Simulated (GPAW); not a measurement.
# CdSe (Cadmoselite) (P6_3mc) in GPAW: further runs, part 2 of 2

GPAW 26.7.0.

## 3. Relaxation of cell and atoms, PBEsol+D3

The input, run.py:

```python
from ase import Atoms
from ase.calculators.mixing import SumCalculator
from ase.filters import FrechetCellFilter
from ase.io import write
from ase.optimize import BFGS
from dftd3.ase import DFTD3
from gpaw import GPAW, PW, setup_paths

setup_paths.insert(0, '.')

atoms = Atoms(['Cd', 'Cd', 'Se', 'Se'],
              cell=[[4.3, 0.0, 0.0],
                    [-2.15, 3.7239092363, 0.0],
                    [0.0, 0.0, 7.02]],
              scaled_positions=[[0.6666666667, 0.3333333333, 0.5],
                                [0.3333333333, 0.6666666667, 0.0],
                                [0.6666666667, 0.3333333333, 0.885],
                                [0.3333333333, 0.6666666667, 0.385]],
              pbc=True)

calc = GPAW(mode=PW(600),
            xc='PBEsol',
            kpts={'size': (5, 5, 3), 'gamma': True},
            occupations={'name': 'fermi-dirac', 'width': 0.05},
            nbands=31,
            convergence={'density': 1e-05, 'forces': 0.0001},
            maxiter=150,
            txt='gpaw.txt')
atoms.calc = SumCalculator([calc, DFTD3(method='pbesol', damping='d3zero')])
opt = BFGS(FrechetCellFilter(atoms), trajectory='relax.traj', logfile='-')
done = opt.run(fmax=0.02, steps=60)
calc.write('gs.gpw')
write('result.traj', atoms)
print('Converged:', done)
print('Cell:', atoms.cell.cellpar().round(4))
print('Volume:', round(atoms.get_volume(), 4))
print(atoms.get_scaled_positions().round(5))
```

Potentials or basis: PAW data sets generated in the run's folder for this functional, pw.

Started as:

```
$ gpaw-setup -f PBEsol Cd Se
$ OMP_NUM_THREADS=1 python run.py
```

gpaw.txt:

```text
__  _  _
 | _ |_)|_||  |
 |__||  | ||/\| - 26.7.0

Input parameters:
  mode=PW(ecut=600.0),
  convergence={'density': 1e-05, 'forces': 0.0001},
  kpts=MonkhorstPack(size=(5, 5, 3), gamma=True),
  maxiter=150,
  nbands=31,
  occupations=Occupations(name='fermi-dirac', width=0.05),
  xc=XC(name='PBEsol')

Diagonalizing LCAO Hamiltonian
Converting LCAO to pw mode

            Se

        Se  Cd

        Cd

Atoms  # Å, Bohr magnetons
|   | symbol |         x |        y |        z |    initial magnetic moments |
|---|--------|-----------|----------|----------|-----------------------------|
| 0 |     Cd |  2.150000 | 1.241303 | 3.510000 | ( 0.0000,  0.0000,  0.0000) |
| 1 |     Cd | -0.000000 | 2.482606 | 0.000000 | ( 0.0000,  0.0000,  0.0000) |
| 2 |     Se |  2.150000 | 1.241303 | 6.212700 | ( 0.0000,  0.0000,  0.0000) |
| 3 |     Se | -0.000000 | 2.482606 | 2.702700 | ( 0.0000,  0.0000,  0.0000) |

Unit cell  # Å
| periodic |         x |        y |        z |  lengths |     angles |
|----------|-----------|----------|----------|----------|------------|
|      yes |  4.300000 | 0.000000 | 0.000000 | 4.300000 |  90.000000 |
|      yes | -2.150000 | 3.723909 | 0.000000 | 4.300000 |  90.000000 |
|      yes |  0.000000 | 0.000000 | 7.020000 | 7.020000 | 120.000000 |

Number of symmetries: 6
Symmetry operations  # r_c * U_cc + t_c -> r_c
|   | kind |            matrix            |
|---|------|------------------------------|
| 0 |  σ   |  1, 1, 0,  0,-1, 0,  0, 0, 1 |
| 1 |  E   |  1, 0, 0,  0, 1, 0,  0, 0, 1 |
| 2 |  C3  |  0, 1, 0, -1,-1, 0,  0, 0, 1 |
| 3 |  σ   |  0,-1, 0, -1, 0, 0,  0, 0, 1 |
| 4 |  σ   | -1, 0, 0,  1, 1, 0,  0, 0, 1 |
| 5 |  C3  | -1,-1, 0,  1, 0, 0,  0, 0, 1 |
[... 203 lines left out ...]
Forces  # eV/Ang
|        x |        y |        z |
|----------|----------|----------|
|  0.00000 |  0.00000 |  0.26884 |  # Cd   0
| -0.00000 |  0.00000 |  0.26903 |  # Cd   1
|  0.00000 | -0.00000 | -0.26896 |  # Se   2
|  0.00000 |  0.00000 | -0.26897 |  # Se   3

Interpolating wave functions to new cell

            Se

        Se  Cd

        Cd

Atoms  # Å, Bohr magnetons
|   | symbol |         x |        y |        z |    initial magnetic moments |
|---|--------|-----------|----------|----------|-----------------------------|
| 0 |     Cd |  2.148501 | 1.240437 | 3.506748 | ( 0.0000,  0.0000,  0.0000) |
| 1 |     Cd | -0.000000 | 2.480875 | 0.003595 | ( 0.0000,  0.0000,  0.0000) |
| 2 |     Se |  2.148501 | 1.240437 | 6.196992 | ( 0.0000,  0.0000,  0.0000) |
| 3 |     Se | -0.000000 | 2.480875 | 2.693836 | ( 0.0000,  0.0000,  0.0000) |
[... 1441 lines left out ...]
Stress tensor  # eV/Ang^3
|         x |         y |         z |
|-----------|-----------|-----------|
| -0.011417 | -0.000000 |  0.000000 |
| -0.000000 | -0.011417 |  0.000000 |
| -0.000000 |  0.000000 | -0.013007 |

Forces  # eV/Ang
|        x |       y |        z |
|----------|---------|----------|
|  0.00000 | 0.00000 |  0.00966 |  # Cd   0
|  0.00000 | 0.00000 |  0.00966 |  # Cd   1
|  0.00000 | 0.00000 | -0.00959 |  # Se   2
| -0.00000 | 0.00000 | -0.00958 |  # Se   3

# Writing to gs.gpw (mode='')
```

Run time: 3 min. Hardware: 1 thread of Arm Neoverse V1, shared host; peak memory 0.25 GiB.

Results:

```yaml
Free_energy: -13.6110 eV
Relaxed_volume: 27.12 Å³/atom
Relaxed_cell: a = 4.261 Å, b = 4.261 Å, c = 6.899 Å, α = 90.00°, β = 90.00°, γ = 120.00°
Space_group_after_relaxing_to_0.05_Å: P6_3mc (No. 186)
Energy_gained_by_relaxing: 10.2 meV/atom
Ionic_steps: 7
Pressure_after_relaxing: 0.0 GPa
Largest_force_after_relaxing: 0.004 eV/Å
Band_gap_on_the_k_mesh: 0.62 eV, direct
Dispersion_energy_per_atom: -0.224 eV
```

Forces in eV/Å, atoms in the order of the input:
```
Cd   0.000  0.000 -0.004
Cd   0.000  0.000 -0.004
Se   0.000  0.000  0.004
Se   0.000  0.000  0.004
```

The path:
| step | energy change (eV) | largest force (eV/Å) | pressure (GPa) | volume (Å³) |
| --- | --- | --- | --- | --- |
| 1 | 0.0000 | 0.2521 | -1.78 | 112.41 |
| 2 | -0.0085 | 0.2231 | -1.64 | 112.03 |
| 3 | -0.0369 | 0.1393 | -0.06 | 108.66 |
| 4 | -0.0395 | 0.0266 | -0.43 | 109.34 |
| 5 | -0.0398 | 0.0309 | -0.34 | 109.17 |
| 6 | -0.0406 | 0.0186 | -0.03 | 108.56 |
| 7 | -0.0407 | 0.0040 | 0.01 | 108.49 |

Final structure:
```cif
data_structure
_symmetry_space_group_name_H-M 'P 1'
_symmetry_Int_Tables_number 1
_cell_length_a 4.2611
_cell_length_b 4.2611
_cell_length_c 6.8991
_cell_angle_alpha 90.000
_cell_angle_beta 90.000
_cell_angle_gamma 120.000
_cell_volume 108.49
loop_
_atom_site_label
_atom_site_type_symbol
_atom_site_fract_x
_atom_site_fract_y
_atom_site_fract_z
_atom_site_occupancy
Cd1 Cd 0.66667 0.33333 0.50368 1
Cd2 Cd 0.33333 0.66667 0.00368 1
Se1 Se 0.66667 0.33333 0.88132 1
Se2 Se 0.33333 0.66667 0.38132 1
```

Caveat: later steps reuse the first step's grids. As with any semilocal functional, this PBEsol gap is likely too small.

## 4. Relaxation of cell and atoms, PBEsol+D3(BJ)

Changes to run.py since step 3:

```diff
@@ -28,3 +28,3 @@
             txt='gpaw.txt')
-atoms.calc = SumCalculator([calc, DFTD3(method='pbesol', damping='d3zero')])
+atoms.calc = SumCalculator([calc, DFTD3(method='pbesol', damping='d3bj')])
 opt = BFGS(FrechetCellFilter(atoms), trajectory='relax.traj', logfile='-')
```

Started as:

```
$ gpaw-setup -f PBEsol Cd Se
$ OMP_NUM_THREADS=1 python run.py
```

Run time: 3.6 min. Hardware: 1 thread of Arm Neoverse V1, shared host; peak memory 0.26 GiB.

The run converged. Its results:

| Property | Result |
| --- | --- |
| Free energy | -13.9341 eV |
| Relaxed volume | 27.16 Å³/atom |
| Relaxed cell | a = 4.259 Å, b = 4.259 Å, c = 6.917 Å, α = 90.00°, β = 90.00°, γ = 120.00° |
| Space group after relaxing (to 0.05 Å) | P6_3mc (No. 186) |
| Energy gained by relaxing | 9.9 meV/atom |
| Ionic steps | 9 |
| Pressure after relaxing | 0.0 GPa |
| Largest force after relaxing | 0.016 eV/Å |
| Band gap on the k mesh | 0.61 eV, direct |
| Dispersion energy per atom | -0.305 eV |

Forces on the atoms (eV/Å):
```
Cd   0.000  0.000  0.015
Cd   0.000  0.000  0.015
Se   0.000  0.000 -0.016
Se   0.000  0.000 -0.016
```

Stress tensor (GPa, compression positive):
```
-0.01  0.00  0.00
 0.00 -0.01  0.00
 0.00  0.00  0.09
```

Step by step:
```
step  energy change (eV)  largest force (eV/Å)  pressure (GPa)  volume (Å³)
   1              0.0000                0.2696           -1.68       112.41
   2             -0.0084                0.2387           -1.55       112.05
   3             -0.0357                0.1313           -0.10       108.93
   4             -0.0382                0.0189           -0.44       109.54
   5             -0.0386                0.0228           -0.35       109.38
   6             -0.0396                0.0095            0.00       108.69
   7             -0.0397                0.0041            0.04       108.63
   8             -0.0397                0.0112            0.03       108.64
   9             -0.0397                0.0155            0.02       108.65
```

Final structure:
```
Cd Se
1.0
     4.25875    0.00000    0.00000
    -2.12937    3.68818    0.00000
     0.00000    0.00000    6.91740
Cd Se
2 2
Direct
  0.66667 0.33333 0.50399
  0.33333 0.66667 0.00399
  0.66667 0.33333 0.88101
  0.33333 0.66667 0.38101
```

Levels at points of the mesh, in eV from the valence-band top:
| k point | band 14 | band 15 | band 16 | band 17 | band 18 | band 19 | band 20 | band 21 | band 22 | band 23 |
| --- | --- | --- | --- | --- | --- | --- | --- | --- | --- | --- |
| (0.00, 0.00, 0.00) | -0.84 | -0.84 | -0.04 | 0.00 | 0.00 | 0.61 | 2.09 | 5.74 | 5.74 | 6.08 |

Caveat: later steps reuse the first step's grids. As with any semilocal functional, this PBEsol gap is likely too small.

## 5. Relaxation of cell and atoms, PBEsol+D3(BJ)+ATM

Changes to run.py since step 4:

```diff
@@ -28,3 +28,3 @@
             txt='gpaw.txt')
-atoms.calc = SumCalculator([calc, DFTD3(method='pbesol', damping='d3bj')])
+atoms.calc = SumCalculator([calc, DFTD3(damping='d3bj', params_tweaks=dict(method='pbesol', atm=True))])
 opt = BFGS(FrechetCellFilter(atoms), trajectory='relax.traj', logfile='-')
```

Started as:

```
$ gpaw-setup -f PBEsol Cd Se
$ OMP_NUM_THREADS=1 python run.py
```

It took 3.6 min on 1 thread of Arm Neoverse V1, shared host; peak memory 0.26 GiB.

Results (log left out):

```yaml
Free_energy: -13.8598 eV
Relaxed_volume: 27.27 Å³/atom
Relaxed_cell: a = 4.264 Å, b = 4.264 Å, c = 6.927 Å, α = 90.00°, β = 90.00°, γ = 120.00°
Space_group_after_relaxing_to_0.05_Å: P6_3mc (No. 186)
Energy_gained_by_relaxing: 8.8 meV/atom
Ionic_steps: 9
Pressure_after_relaxing: 0.0 GPa
Largest_force_after_relaxing: 0.016 eV/Å
Band_gap_on_the_k_mesh: 0.60 eV, direct
Dispersion_energy_per_atom: -0.285 eV
```

Forces on the atoms (eV/Å):
```
Cd   0.000  0.000  0.016
Cd   0.000  0.000  0.016
Se   0.000  0.000 -0.016
Se   0.000  0.000 -0.016
```

Stress tensor (GPa, compression positive):
```
0.00 0.00 0.00
0.00 0.00 0.00
0.00 0.00 0.09
```

The path:
| step | energy change (eV) | largest force (eV/Å) | pressure (GPa) | volume (Å³) |
| --- | --- | --- | --- | --- |
| 1 | 0.0000 | 0.2692 | -1.48 | 112.41 |
| 2 | -0.0076 | 0.2380 | -1.37 | 112.10 |
| 3 | -0.0317 | 0.1165 | -0.13 | 109.41 |
| 4 | -0.0337 | 0.0136 | -0.41 | 109.91 |
| 5 | -0.0341 | 0.0176 | -0.33 | 109.77 |
| 6 | -0.0349 | 0.0077 | 0.00 | 109.12 |
| 7 | -0.0350 | 0.0045 | 0.04 | 109.05 |
| 8 | -0.0350 | 0.0112 | 0.03 | 109.05 |
| 9 | -0.0351 | 0.0157 | 0.03 | 109.06 |

Final structure:
```cif
data_structure
_symmetry_space_group_name_H-M 'P 1'
_symmetry_Int_Tables_number 1
_cell_length_a 4.2640
_cell_length_b 4.2640
_cell_length_c 6.9266
_cell_angle_alpha 90.000
_cell_angle_beta 90.000
_cell_angle_gamma 120.000
_cell_volume 109.06
loop_
_atom_site_label
_atom_site_type_symbol
_atom_site_fract_x
_atom_site_fract_y
_atom_site_fract_z
_atom_site_occupancy
Cd1 Cd 0.66667 0.33333 0.50399 1
Cd2 Cd 0.33333 0.66667 0.00399 1
Se1 Se 0.66667 0.33333 0.88101 1
Se2 Se 0.33333 0.66667 0.38101 1
```

Levels at points of the mesh, in eV from the valence-band top:
```csv
k point,band 14,band 15,band 16,band 17,band 18,band 19,band 20,band 21,band 22,band 23
"(0.00, 0.00, 0.00)",-0.83,-0.83,-0.04,0.00,0.00,0.60,2.09,5.74,5.74,6.08
```

Caveat: later steps reuse the first step's grids.

## 6. Summary

```csv
level,gap on the mesh (eV),pressure (GPa),relaxed volume (Å³/atom),largest force (eV/Å)
PBEsol,0.54,0.1,28.01,0.01
PBEsol+D3,0.62,0.0,27.12,-
PBEsol+D3(BJ),0.61,0.0,27.16,0.02
PBEsol+D3(BJ)+ATM,0.60,0.0,27.27,0.02
```

Alike in all rows: task relaxation of cell and atoms; potentials or basis PAW data sets generated in the run's folder for this functional, pw; no spin polarisation; cell relaxed; k mesh 5 × 5 × 3; cutoff (eV) 600; smearing fermi-dirac 0.05 eV.

Caveats: later steps reuse the first step's grids.

Total energies depend on the potentials used, so only differences within one code and one set of settings carry meaning.
